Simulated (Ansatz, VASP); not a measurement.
One calculation of GaSb, two programs

```
CELL_PARAMETERS angstrom
0.00000 3.16613 3.16613
3.16613 0.00000 3.16613
3.16613 3.16613 0.00000
ATOMIC_POSITIONS crystal
Ga 0.00000 0.00000 0.00000
Sb 0.25000 0.25000 0.25000
```

Change from the starting cell: hydrostatic strain +3.3%.

Alike in both runs: task single point; functional r2SCAN; k mesh 8 × 8 × 8; occupations fermi-dirac, width 0.02 eV; no spin polarisation.

|  | VASP | Ansatz |
| --- | --- | --- |
| version | VASP 6.6.1 | Ansatz 0.2.0 |
| potentials or method | VASP PAW PBE potentials, release 64 (Ga_d, Sb) | plane waves, PAW |
| plane-wave cutoff (eV) | 520 | 500 |
| valence electrons in the cell | 18 | 28 |

|  | VASP | Ansatz | Ansatz less VASP |
| --- | --- | --- | --- |
| pressure (GPa) | -4.0 | -4.0 | -0.05 |

The two sets of potentials don't hold the same shells in valence.

Caveats: the PAW data sets were made with another functional, which shifts forces and pressure a little (VASP). Spin-orbit coupling is left out, which matters for the levels of Sb.
